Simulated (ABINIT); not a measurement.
# InAs (F-43m) in ABINIT: notebook, part 2 of 2

ABINIT 10.8.3 (patched build). The steps go on from the part before.

### 3 Band structure, HLE16

The input, run.abi:

```
# Datasets: ground state, then fixed potential
ndtset 2

# Pseudopotentials
pp_dirpath "./"
pseudos "In.GGA_PBE-JTH_sp.xml, As.GGA_PBE-JTH_sp.xml"

# Structure
acell 3*1.0
rprim
     0.0000000000     5.7031934441     5.7031934441
     5.7031934441     0.0000000000     5.7031934441
     5.7031934441     5.7031934441     0.0000000000
ntypat 2
znucl 49 33
natom 2
typat 1 2
xcart
     0.0000000000     0.0000000000     0.0000000000
     8.5547901662     8.5547901662     8.5547901662

# Plane-wave basis
ecut 15.0
pawecutdg 30.0

# Exchange and correlation
ixc -545

# Bands and occupations
occopt 3
tsmear 0.00183747

# SCF cycle
nstep 100

# Output
iomode 3
prtwf 0
prteig 0
prtebands 0
enunit 2
prtden1 1

# Dataset 1
kptopt1 1
ngkpt1 8 8 8
nshiftk1 1
shiftk1 0.0 0.0 0.0
nband1 8
tolvrs1 1.0e-9

# Dataset 2: bands along G-X-W-K-G-L-U-W-L-K
iscf2 -2
getden2 1
nband2 12
nbdbuf2 2
tolwfr2 1.0e-12
kptopt2 -9
ndivsm2 6
prteig2 1
kptbounds2
     0.0000000000     0.0000000000     0.0000000000
     0.5000000000     0.0000000000     0.5000000000
     0.5000000000     0.2500000000     0.7500000000
     0.3750000000     0.3750000000     0.7500000000
     0.0000000000     0.0000000000     0.0000000000
     0.5000000000     0.5000000000     0.5000000000
     0.6250000000     0.2500000000     0.6250000000
     0.5000000000     0.2500000000     0.7500000000
     0.5000000000     0.5000000000     0.5000000000
     0.3750000000     0.3750000000     0.7500000000
```

Potentials or basis: JTH PAW PBE v2.0 sp.

The run is started by

```console
abinit run.abi > log 2>&1
```

run.abo:

```text
.Version 10.8.3 of ABINIT
 DATASET    1 : space group F-4 3 m (#216); Bravais cF (face-center cubic)
================================================================================
 Values of the parameters that define the memory need for DATASET  1.
     intxc =       0    ionmov =       0      iscf =       7    lmnmax =      13
     lnmax =       5     mgfft =      30  mpssoang =       3    mqgrid =    3001
     natom =       2  nloc_mem =       2    nspden =       1   nspinor =       1
    nsppol =       1      nsym =      24    n1xccc =       1    ntypat =       2
    occopt =       3   xclevel =       2
       mpw =        1036          nfft =       27000          nkpt =          29
 PAW method is used; the additional fine FFT grid is defined by:
   mgfftf=        40    nfftf =     64000
================================================================================
================================================================================

[... 1496 lines left out ...]
   5.03131    5.89083    8.41908    8.63776
 kpt# 103, nband= 12, wtk=  1.00000, kpt=  0.3750  0.3750  0.7500 (reduced coord)
 -13.31054   -8.57292   -5.69152   -4.71865   -0.13160    1.74980    4.53156    4.55777
   5.01266    5.97717    8.42957    8.58946

== END DATASET(S) ==============================================================
================================================================================

 -outvars: echo values of variables after computation  --------
            acell      1.0000000000E+00  1.0000000000E+00  1.0000000000E+00 Bohr
           etotal1    -9.1267755548E+00
            fcart1    -0.0000000000E+00 -0.0000000000E+00 -0.0000000000E+00
                      -0.0000000000E+00 -0.0000000000E+00 -0.0000000000E+00
            rprim      0.0000000000E+00  5.7031934441E+00  5.7031934441E+00
                       5.7031934441E+00  0.0000000000E+00  5.7031934441E+00
                       5.7031934441E+00  5.7031934441E+00  0.0000000000E+00
           strten1     3.3325815126E-04  3.3325815126E-04  3.3325815126E-04
                       0.0000000000E+00  0.0000000000E+00  0.0000000000E+00
           xangst      0.0000000000E+00  0.0000000000E+00  0.0000000000E+00
                       4.5269999969E+00  4.5269999969E+00  4.5269999969E+00
             xred      0.0000000000E+00  0.0000000000E+00  0.0000000000E+00
                       7.5000000000E-01  7.5000000000E-01  7.5000000000E-01
 Calculation completed.
```

Wall time 30 s (1 thread of Arm Neoverse V2, shared host); peak memory 0.12 GiB.

What came out:

- Free energy: -248.3522 eV
- Band gap on the k mesh: none (metal or under the smearing width)

Levels at the corners of the path, in eV from the Fermi level:
```tsv
point	band 1	band 2	band 3	band 4	band 5	band 6	band 7	band 8
Γ	-11.66	-0.11	-0.07	-0.07	-0.07	4.61	4.61	4.61
X	-10.15	-5.56	-1.89	-1.89	2.72	2.96	8.96	8.96
W	-10.13	-5.46	-2.35	-2.20	4.24	5.22	5.71	6.97
K	-10.18	-5.44	-2.56	-1.59	3.00	4.88	7.66	7.69
Γ	-11.66	-0.11	-0.07	-0.07	-0.07	4.61	4.61	4.61
L	-10.59	-5.27	-0.84	-0.84	1.48	5.30	5.30	8.09
U	-10.18	-5.44	-2.56	-1.59	3.00	4.88	7.66	7.69
W	-10.13	-5.46	-2.35	-2.20	4.24	5.22	5.71	6.97
L	-10.59	-5.27	-0.84	-0.84	1.48	5.30	5.30	8.09
K	-10.18	-5.44	-2.56	-1.59	3.00	4.88	7.66	7.69
```

Caveat: the cutoff is too short for stress, so the log's stress isn't used; the potentials were made for a functional far from this one; the potentials were made for another functional, which shifts forces and pressure; spin-orbit coupling is left out, which moves the levels of the heavy elements; this set keeps more shells in the core, which shifts pressures and gaps; this crystal is a semiconductor, whose small gap the functional closes, so the metal is an error of the method; the atomic spheres overlap.

### 4 Band structure, PBE

run.abi, as its differences from that of step 3:

```diff
@@ -5,10 +5,10 @@
 pp_dirpath "./"
-pseudos "In.GGA_PBE-JTH_sp.xml, As.GGA_PBE-JTH_sp.xml"
+pseudos "49_In_13_2.5_3.1_pbe_n_v1.0.psp8, 33_As_15_1.8_2.1_pbe_n_v1.0.psp8"
 
 # Structure
-acell 3*1.0
+acell 8.0655335175 8.0655335175 8.0655335175
 rprim
-     0.0000000000     5.7031934441     5.7031934441
-     5.7031934441     0.0000000000     5.7031934441
-     5.7031934441     5.7031934441     0.0000000000
+     0.0000000000     0.7071067812     0.7071067812
+     0.7071067812     0.0000000000     0.7071067812
+     0.7071067812     0.7071067812     0.0000000000
 ntypat 2
@@ -17,12 +17,11 @@
 typat 1 2
-xcart
+xred
      0.0000000000     0.0000000000     0.0000000000
-     8.5547901662     8.5547901662     8.5547901662
+     0.7500000000     0.7500000000     0.7500000000
 
 # Plane-wave basis
-ecut 15.0
-pawecutdg 30.0
+ecut 34.0
 
 # Exchange and correlation
-ixc -545
+ixc 11
 
@@ -40,3 +39,3 @@
 prtebands 0
-enunit 2
+enunit 1
 prtden1 1
@@ -48,4 +47,4 @@
 shiftk1 0.0 0.0 0.0
-nband1 8
-tolvrs1 1.0e-9
+nband1 18
+tolvrs1 1.0e-10
 
@@ -54,3 +53,3 @@
 getden2 1
-nband2 12
+nband2 22
 nbdbuf2 2
@@ -60,2 +59,3 @@
 prteig2 1
+prtvol2 -3
 kptbounds2
```

Potentials or basis: SPMS NC PBE v1.0.

The run is started by

```console
abinit run.abi > log 2>&1
```

Wall time 3.3 min (1 thread of Arm Neoverse V2, shared host); peak memory 0.19 GiB.

Results (log left out):

* Free energy: -4365.6397 eV
* Pressure: 4.5 GPa
* Band gap on the k mesh: none (metal or under the smearing width)
* Valence electrons inside the program's atomic spheres: In 9.90; As 12.38

Levels at the corners of the path, in eV from the Fermi level:
```csv
point,band 12,band 13,band 14,band 15,band 16,band 17
Γ,-0.22,-0.05,-0.05,-0.05,3.88,3.88
X,-5.91,-2.38,-2.38,1.50,2.02,9.20
W,-5.76,-3.02,-2.93,4.20,4.26,4.98
K,-5.77,-3.34,-2.01,2.07,4.25,7.30
Γ,-0.22,-0.05,-0.05,-0.05,3.88,3.88
L,-5.84,-1.04,-1.04,0.92,4.65,4.65
U,-5.77,-3.34,-2.01,2.07,4.25,7.30
W,-5.76,-3.02,-2.93,4.20,4.26,4.98
L,-5.84,-1.04,-1.04,0.92,4.65,4.65
K,-5.77,-3.34,-2.01,2.07,4.25,7.30
```

Caveat: spin-orbit coupling is left out, which moves the levels of the heavy elements; this crystal is a semiconductor, whose small gap the functional closes, so the metal is an error of the method.

### 5 Overview

| level | potentials or basis | cutoff (eV) | fine-grid cutoff | gap on the mesh (eV) |
| --- | --- | --- | --- | --- |
| BP86 | JTH PAW PBE v2.0 | 463 | 925.187 eV | none |
| HLE16 | JTH PAW PBE v2.0 sp | 408 | 816.342 eV | none |
| PBE | SPMS NC PBE v1.0 | 925 | - | none |

Alike in all rows: task band structure; no spin polarisation; cell as given; k mesh 8 × 8 × 8; smearing fermi-dirac 0.05 eV.

Caveats: spin-orbit coupling is left out, which moves the levels of the heavy elements; this crystal is a semiconductor, whose small gap the functional closes, so the metal is an error of the method; the PAW data sets were made with another functional, which shifts forces and pressure a little (some runs); the potentials were made for a functional far from this one (some runs); the potentials were made for another functional, which shifts forces and pressure (some runs); this set keeps more shells in the core, which shifts pressures and gaps (some runs); the atomic spheres overlap (some runs).

Absolute energies hang on the potentials; compare differences alone.

### 6 Comparison with measurements

Step 2. Against the measured gap of InAs, 0.418 eV (direct; 4.2 K; a printed reference work, data compilation), the calculated 0.00 eV is off by -0.42 eV. Spin-orbit coupling on As, In is left out. The value is that of BP86 on a finite k mesh, which can miss the band edges, without temperature or zero-point motion.

Step 4. A measured gap of InAs is 0.418 eV (direct; 4.2 K; a printed reference work, data compilation); the calculated 0.00 eV misses it by -0.42 eV. Spin-orbit coupling on As, In is left out. The value is that of PBE on a finite k mesh, which can miss the band edges, without temperature or zero-point motion. Semilocal functionals fall short of measured gaps as a rule.
